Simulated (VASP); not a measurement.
# SnSe (Pnma) in VASP: further runs

One crystal, SnSe, is run at these levels: LDA; tasks: relaxation of shape and atoms at fixed volume.

Everything below comes from runs of VASP 6.6.1. Logs are shortened: lines on timing, memory, paths and dates and some standing lists are left out, and cuts for length are marked.

## (1) The undisturbed crystal

It takes space group Pnma (No. 62, orthorhombic). Conventional cell: a = 11.420 Å, b = 4.190 Å, c = 4.460 Å, α = 90.00°, β = 90.00°, γ = 90.00°. Around Sn (site symmetry m) lie 3 Se at 2.69 to 2.83 Å. Se (site symmetry m) is surrounded by 3 Sn at 2.69 to 2.83 Å.

## (2) Relaxation of shape and atoms at fixed volume, LDA (a relaxed cell with its volume scaled by 1.02)

The input, INCAR:

```
ALGO = Normal
EDIFF = 1E-7
EDIFFG = -0.01
ENCUT = 600
GGA = CA
IBRION = 2
ISIF = 4
ISMEAR = 0
KPAR = 2
LASPH = T
LCHARG = F
LREAL = F
LWAVE = F
NELM = 80
NSW = 40
PREC = Accurate
SIGMA = 0.03
```

The input, KPOINTS:

```
k-points
0
Gamma
  4 8 8
```

The input, POSCAR:

```
SnSe                                    
1.0
   11.3882825836      0.0000000000      0.0000000000
    0.0000000000      4.1446342133     -0.0000000000
    0.0000000000     -0.0000000000      4.3461798926
  Sn              Se            
     4     4
Direct
     0.1170280971248635    0.2500000000000000    0.0923359957896487
     0.3829719028751365    0.7500000000000000    0.5923359957896486
     0.6170280971248636    0.2500000000000000    0.4076640042103513
     0.8829719028751364    0.7500000000000000    0.9076640042103514
     0.3576942589116968    0.2500000000000000    0.0229218848228403
     0.1423057410883030    0.7500000000000000    0.5229218848228402
     0.8576942589116973    0.2500000000000000    0.4770781151771598
     0.6423057410883027    0.7500000000000000    0.9770781151771598
```

Potentials or basis: VASP PAW LDA potentials, release 64 (Sn_d, Se).

Command:

```sh
> cat potpaw_LDA.64/Sn_d/POTCAR potpaw_LDA.64/Se/POTCAR > POTCAR
> mpirun -np 2 vasp_std > vasp.out
```

OUTCAR:

```text
EDIFF = 1E-7
   EDIFFG = -0.01
   ENCUT = 600
   GGA = CA
   IBRION = 2
   ISIF = 4
   ISMEAR = 0
   LASPH = T
   LREAL = F
   NELM = 80
   NSW = 40
   PREC = Accurate

 ion  position               nearest neighbor table
   1  0.117  0.250  0.092-   5 2.76   6 2.81   6 2.81   6 3.24   6 3.24   4 3.47   4 3.47
   2  0.383  0.750  0.592-   6 2.76   5 2.81   5 2.81   5 3.24   5 3.24   3 3.47   3 3.47
   3  0.617  0.250  0.408-   7 2.76   8 2.81   8 2.81   8 3.24   8 3.24   2 3.47   2 3.47
   4  0.883  0.750  0.908-   8 2.76   7 2.81   7 2.81   7 3.24   7 3.24   1 3.47   1 3.47
   5  0.358  0.250  0.023-   1 2.76   2 2.81   2 2.81   2 3.24   2 3.24
   6  0.142  0.750  0.523-   2 2.76   1 2.81   1 2.81   1 3.24   1 3.24
   7  0.858  0.250  0.477-   3 2.76   4 2.81   4 2.81   4 3.24   4 3.24
   8  0.642  0.750  0.977-   4 2.76   3 2.81   3 2.81   3 3.24   3 3.24

  LATTYP: Found a simple orthorhombic cell.
 ALAT       =     4.1446342133
 B/A-ratio  =     1.0486280981
 C/A-ratio  =     2.7477171682

  Lattice vectors:

 A1 = (   0.0000000000,   4.1446342133,   0.0000000000)
 A2 = (   0.0000000000,   0.0000000000,   4.3461798926)
 A3 = (  11.3882825836,   0.0000000000,   0.0000000000)

Analysis of symmetry for initial positions (statically):
=====================================================================
 Subroutine PRICEL returns:
 Original cell was already a primitive cell.

 Routine SETGRP: Setting up the symmetry group for a
 simple orthorhombic supercell.

 Subroutine GETGRP returns: Found  8 space group operations
 (whereof  2 operations were pure point group operations)
 out of a pool of  8 trial point group operations.

The static configuration has the point symmetry S_2 .
 The point group associated with its full space group is D_2h.

Analysis of symmetry for dynamics (positions and initial velocities):
=====================================================================
 Subroutine PRICEL returns:
 Original cell was already a primitive cell.

 Routine SETGRP: Setting up the symmetry group for a
 simple orthorhombic supercell.

 Subroutine GETGRP returns: Found  8 space group operations
 (whereof  2 operations were pure point group operations)
 out of a pool of  8 trial point group operations.

The dynamic configuration has the point symmetry S_2 .
 The point group associated with its full space group is D_2h.

 Subroutine INISYM returns: Found  8 space group operations
 (whereof  2 operations are pure point group operations),
 and found     1 'primitive' translations

----------------------------------------------------------------------------------------

                                     Primitive cell

  volume of cell :     205.1408

  direct lattice vectors                    reciprocal lattice vectors
    11.388282584  0.000000000  0.000000000     0.087809553  0.000000000  0.000000000
     0.000000000  4.144634213  0.000000000     0.000000000  0.241275816  0.000000000
     0.000000000  0.000000000  4.346179893     0.000000000  0.000000000  0.230087117

  length of vectors
    11.388282584  4.144634213  4.346179893     0.087809553  0.241275816  0.230087117

  position of ions in fractional coordinates (direct lattice)
     0.117028097  0.250000000  0.092335996
     0.382971903  0.750000000  0.592335996
     0.617028097  0.250000000  0.407664004
     0.882971903  0.750000000  0.907664004
     0.357694259  0.250000000  0.022921885
     0.142305741  0.750000000  0.522921885
     0.857694259  0.250000000  0.477078115
     0.642305741  0.750000000  0.977078115

  ion indices of the primitive-cell ions
   primitive index   ion index
                 1           1
                 2           2
                 3           3
                 4           4
                 5           5
                 6           6
                 7           7
                 8           8

----------------------------------------------------------------------------------------

 KPOINTS: k-points

Automatic generation of k-mesh.
 Grid dimensions read from file:
 generate k-points for:    4    8    8

 Generating k-lattice:

  Cartesian coordinates                     Fractional coordinates (reciprocal lattice)
     0.021952388  0.000000000  0.000000000     0.250000000  0.000000000  0.000000000
     0.000000000  0.030159477  0.000000000     0.000000000  0.125000000  0.000000000
     0.000000000  0.000000000  0.028760890     0.000000000  0.000000000  0.125000000

  Length of vectors
     0.021952388  0.030159477  0.028760890

  Shift w.r.t. Gamma in fractional coordinates (k-lattice)
     0.000000000  0.000000000  0.000000000

 Subroutine IBZKPT returns following result:
 ===========================================

 Found     75 irreducible k-points:

 Following reciprocal coordinates:
            Coordinates               Weight
  0.000000  0.000000  0.000000      1.000000
  0.250000  0.000000  0.000000      2.000000
  0.500000  0.000000  0.000000      1.000000
  0.000000  0.125000  0.000000      2.000000
  0.250000  0.125000  0.000000      4.000000
  0.500000  0.125000  0.000000      2.000000
[... 16 lines left out ...]
  0.250000  0.250000  0.125000      8.000000
  0.500000  0.250000  0.125000      4.000000
 [... further k-points ...]
   k-points           NKPTS =     75   k-points in BZ     NKDIM =     75   number of bands    NBANDS=     48
   number of dos      NEDOS =    301   number of ions     NIONS =      8
   total plane-waves  NPLWV = 124416
   dimension x,y,z NGX =    96 NGY =   36 NGZ =   36
   dimension x,y,z NGXF=   192 NGYF=   72 NGZF=   72
   ions per type =               4   4
   NGX,Y,Z   is equivalent  to a cutoff of  14.01, 14.44, 13.77 a.u.
   NGXF,Y,Z  is equivalent  to a cutoff of  28.03, 28.88, 27.54 a.u.
 SYSTEM =  unknown system
   PREC   = accura    normal or accurate (medium, high low for compatibility)
   ISTART =      0    job   : 0-new  1-cont  2-samecut
   ICHARG =      2    charge: 1-file 2-atom 10-const
   ISPIN  =      1    spin polarized calculation?
   LNONCOLLINEAR =      F non collinear calculations
   LSORBIT =      F    spin-orbit coupling
   LASPH  =      T    aspherical Exc in radial PAW
   ENCUT  =  600.0 eV  44.10 Ry    6.64 a.u.  22.75  8.28  8.68*2*pi/ulx,y,z
   NELM   =     80;   NELMIN=  2; NELMDL= -5     # of ELM steps
   EDIFF  = 0.1E-06   stopping-criterion for ELM
   LREAL  =      F    real-space projection
   EDIFFG = -.1E-01   stopping-criterion for IOM
   NSW    =     40    number of steps for IOM
   IBRION =      2    ionic relax: 0-MD 1-quasi-New 2-CG
   NFREE  =      1    steps in history (QN), initial steepest desc. (CG)
   ISIF   =      4    stress and relaxation
   ISYM   =      2    0-nonsym 1-usesym 2-fastsym
   POTIM  = 0.5000    time-step for ionic-motion
   TEBEG  =    0.0;   TEEND  =   0.0 temperature during run
   PSTRESS=    0.0 pullay stress
   NELECT =      80.0000    total number of electrons
   NUPDOWN=      -1.0000    fix difference up-down
   EMIN   =  10.00;   EMAX   =-10.00  energy-range for DOS
   EFERMI =   0.00;   METHOD = LEGACY
   ISMEAR =     0;   SIGMA  =   0.03  broadening in eV -4-tet -1-fermi 0-gaus
   EFERMI_NEDOS =   21; number of points for ismear=-14 and -15
   IALGO  =     38    algorithm
   IMIX   =      4    mixing-type and parameters
     AMIX     =   0.40;   BMIX     =  1.00
     AMIX_MAG =   1.60;   BMIX_MAG =  1.00
  volume/ion in A,a.u.               =      25.64       173.04
  Fermi-wavevector in a.u.,A,eV,Ry     =   1.196063  2.260232 19.464047  1.430567
  Thomas-Fermi vector in A             =   2.332013
   LORBIT       =      0    0 simple, 1 ext, 2 COOP (PROOUT), +10 PAW based schemes
   GGA     = CA    functional components
   LHFCALC =     F    Hartree Fock is set to
   AEXX    =    0.0000 exact exchange contribution
   IVDW    =     0    specifies the selected vdW correction
   LEPSILON=     F    determine dielectric tensor
   LRPA    =     F    only Hartree local field effects (RPA)
 conjugate gradient relaxation of ions
 non-spin polarized calculation
 Gauss-broadening in eV      SIGMA  =   0.03
  energy-cutoff  :      600.00
  volume of cell :      205.14
 maximum number of plane-waves:      6888
 NGX is ok and might be reduce to    96
   NGX = 45   NGY = 17   NGZ = 17

--------------------------------------- Ionic step        1  -------------------------------------------

 number of electron      79.9999980 magnetization

 Free energy of the ion-electron system (eV)
  ---------------------------------------------------
  ext. energy  EPLUGINS =         0.00000000
  ---------------------------------------------------
  free energy    TOTEN  =       -38.00727430 eV

  energy without entropy =      -38.00727430  energy(sigma->0) =      -38.00727430

------------------------ aborting loop because EDIFF is reached ----------------------------------------

  FORCE on cell =-STRESS in cart. coord.  units (eV):
  Direction    XX          YY          ZZ          XY          YZ          ZX
  --------------------------------------------------------------------------------------
  -------------------------------------------------------------------------------------
  Total       -1.4721974     -1.4756752     -1.4762887      0.0000000      0.0000000      0.0000000
  in kB      -11.4980580    -11.5252200    -11.5300115      0.0000000      0.0000000      0.0000000
  external PRESSURE =     -11.5177632 kB  Pullay stress =       0.0000000 kB
[... 195 lines left out ...]
  energy  without entropy=      -38.0120397201  energy(sigma->0) =      -38.01203972

--------------------------------------- Ionic step        6  -------------------------------------------

 number of electron      79.9999998 magnetization

 Free energy of the ion-electron system (eV)
  ---------------------------------------------------
  ext. energy  EPLUGINS =         0.00000000
  ---------------------------------------------------
  free energy    TOTEN  =       -38.01213018 eV

  energy without entropy =      -38.01213018  energy(sigma->0) =      -38.01213018

 E-fermi :   5.9555     XC(G=0): -10.1729

 val. band max:        5.7786295244   @ k =   0.0000   0.0000   0.3750
 cond. band min:       6.2415449171   @ k =   0.0000   0.0000   0.0000
 fundamental gap:      0.4629153927
 Fermi energy:         5.9554589729

 k-point     1 :       0.0000    0.0000    0.0000
  band No.  band energies     occupation
      1     -15.5196      2.00000
      2     -15.4997      2.00000
      3     -15.4985      2.00000
      4     -15.4944      2.00000
      5     -15.4925      2.00000
      6     -15.4902      2.00000
[... 1213 lines left out ...]
     47       9.0114      0.00000
     48       9.0114      0.00000

 [... further k-points ...]

------------------------ aborting loop because EDIFF is reached ----------------------------------------

  FORCE on cell =-STRESS in cart. coord.  units (eV):
  Direction    XX          YY          ZZ          XY          YZ          ZX
  --------------------------------------------------------------------------------------
  -------------------------------------------------------------------------------------
  Total       -1.0182132     -1.0005630     -0.9364132      0.0000000      0.0000000      0.0000000
  in kB       -7.9523806     -7.8145300     -7.3135122      0.0000000      0.0000000      0.0000000
  external PRESSURE =      -7.6934743 kB  Pullay stress =       0.0000000 kB
[... 23 lines left out ...]
  FREE ENERGIE OF THE ION-ELECTRON SYSTEM (eV)
  ---------------------------------------------------
  free  energy   TOTEN  =       -38.0121301794 eV

  energy  without entropy=      -38.0121301794  energy(sigma->0) =      -38.01213018

 reached required accuracy - stopping structural energy minimisation
```

Wall time 13 min (2 MPI ranks of Intel Xeon 6975P-C (Granite Rapids), shared host); peak memory 0.76 GiB.

What came out:

| Quantity | Value |
| --- | --- |
| Free energy | -38.0121 eV |
| Energy gained by relaxing | 0.6 meV/atom |
| Ionic steps | 6 |
| Pressure after relaxing | -0.8 GPa |
| Largest force after relaxing | 0.008 eV/Å |
| Band gap on the k mesh | 0.46 eV, indirect (least direct gap 0.75 eV) |

Forces on the atoms (eV/Å):
```
Sn  -0.002  0.000  0.007
Sn   0.002  0.000  0.007
Sn  -0.002  0.000 -0.007
Sn   0.002  0.000 -0.007
Se   0.001  0.000  0.006
Se  -0.001  0.000  0.006
Se   0.001  0.000 -0.006
Se  -0.001  0.000 -0.006
```

The path:
```csv
step,energy change (eV),largest force (eV/Å),pressure (GPa)
1,0.0000,0.1062,-1.15
2,-0.0026,0.0708,-1.03
3,-0.0045,0.0150,-0.80
4,-0.0048,0.0078,-0.77
5,-0.0048,0.0073,-0.77
6,-0.0049,0.0077,-0.77
```

Final structure:
```
Sn Se
1.0
    11.40142    0.00000    0.00000
     0.00000    4.13707    0.00000
     0.00000    0.00000    4.34910
Sn Se
4 4
Cartesian
  1.3466 1.0343 0.4122
  4.3541 3.1028 2.5867
  7.0473 1.0343 1.7624
  10.0548 3.1028 3.9369
  4.0712 1.0343 0.0932
  1.6296 3.1028 2.2677
  9.7719 1.0343 2.0814
  7.3303 3.1028 4.2559
```

Levels at points of the mesh, in eV from the valence-band top:
| k point | band 38 | band 39 | band 40 | band 41 | band 42 | band 43 |
| --- | --- | --- | --- | --- | --- | --- |
| (0.00, 0.00, 0.00) | -1.33 | -0.76 | -0.59 | 0.46 | 2.90 | 3.01 |
| (0.50, 0.00, 0.00) | -1.99 | -0.61 | -0.61 | 2.51 | 2.51 | 2.66 |
| (0.00, 0.50, 0.00) | -1.04 | -0.69 | -0.69 | 0.86 | 0.86 | 1.36 |
| (0.50, 0.50, 0.00) | -0.97 | -0.97 | -0.97 | 1.38 | 1.38 | 1.38 |
| (0.00, 0.00, 0.50) | -0.85 | -0.29 | -0.29 | 1.15 | 1.15 | 1.39 |
| (0.50, 0.00, 0.50) | -0.50 | -0.23 | -0.23 | 1.07 | 1.07 | 1.45 |
| (0.00, 0.50, 0.50) | -2.43 | -1.58 | -1.58 | 2.57 | 2.57 | 3.00 |
| (0.50, 0.50, 0.50) | -1.65 | -1.65 | -1.65 | 2.34 | 2.34 | 2.34 |

Caveat: spin-orbit coupling is left out, which moves the levels of the heavy elements. A k mesh can miss the band edges.

(Continued in part 2 of 2.)
